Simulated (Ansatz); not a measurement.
Crystal: SnTe.

```
Te Sn
1.0
     0.00000    3.61115    3.61115
     3.61115    0.00000    3.61115
     3.61115    3.61115    0.00000
Te Sn
1 1
Direct
  0.25000 0.25000 0.25000
  0.00000 0.00000 0.00000
```

Measurements of this composition are mostly on another form, of space group No. 225.

Base run:

| Quantity | Value |
| --- | --- |
| Program | Ansatz 0.2.0 |
| Functional | HSE06 |
| Potentials or basis | Ansatz PAW |
| Cutoff | 420 eV (not typed: the program's choice for these potentials) |
| k mesh | 4 × 4 × 4 |
| Occupations | fermi-dirac, width 0.05 eV |
| Spin | no spin polarisation |

Its results: band gap on the k mesh 0.38 eV, indirect (least direct gap 1.16 eV); pressure -0.6 GPa.

Problem. The run is repeated on the same cell with these changes: functional from HSE06 to PBE0. What comes out?

Solution. Band gap on the k mesh 0.96 eV, indirect (least direct gap 1.78 eV); pressure -0.6 GPa.

Caveats: spin-orbit coupling is left out, which moves the levels of the heavy elements; the PAW data sets come from PBE, with cores solved anew for the run's functional, which leaves a small shift of forces and pressure; the thresholds are loose for stress.
